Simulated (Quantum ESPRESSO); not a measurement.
A run of Quantum ESPRESSO 7.5:

The input pw.in:

```
&CONTROL
  calculation = 'vc-relax'
  prefix = 'pwscf'
  outdir = './tmp'
  pseudo_dir = './pseudo'
  tprnfor = .true.
  tstress = .true.
  disk_io = 'low'
  nstep = 40
  forc_conv_thr = 0.0004
  etot_conv_thr = 1d-05
/
&SYSTEM
  ibrav = 0
  A = 4.25678282
  nat = 2
  ntyp = 2
  ecutwfc = 69
  ecutrho = 552
  nbnd = 16
  input_dft = 'pz'
  occupations = 'smearing'
  smearing = 'fd'
  degauss = 0.00367493
/
&ELECTRONS
  conv_thr = 4d-10
  electron_maxstep = 120
  mixing_beta = 0.5
/
&IONS
  ion_dynamics = 'bfgs'
/
&CELL
  cell_dynamics = 'bfgs'
  press = 50
  press_conv_thr = 0.3
/
ATOMIC_SPECIES
Sn   118.7100 Sn_pbe_v1.uspp.F.UPF
Se    78.9710 Se_pbe_v1.uspp.F.UPF
CELL_PARAMETERS alat
   0.0000000000    0.7071067816    0.7071067816
   0.7071067816    0.0000000000    0.7071067816
   0.7071067816    0.7071067816    0.0000000000
ATOMIC_POSITIONS alat
Sn     0.0000000000    0.0000000000    0.0000000000
Se     0.7071067816    0.7071067816    0.7071067816
K_POINTS automatic
8 8 8 0 0 0
```

Potentials or basis: SSSP 1.3 efficiency PBE.

The run is started by

```console
$ OMP_NUM_THREADS=1 pw.x -in pw.in > pw.out
```

Hardware: 1 thread of Arm Neoverse V1 (shared host).

Problem. Estimate the wall time of this run.

Solution. Wall time 4.6 min on 1 thread of Arm Neoverse V1, with other jobs on the host, peak memory 0.34 GiB. Counts: scf iterations 49, k pools 1, bands 16, ion steps 6, k points 29, g dense 80347.
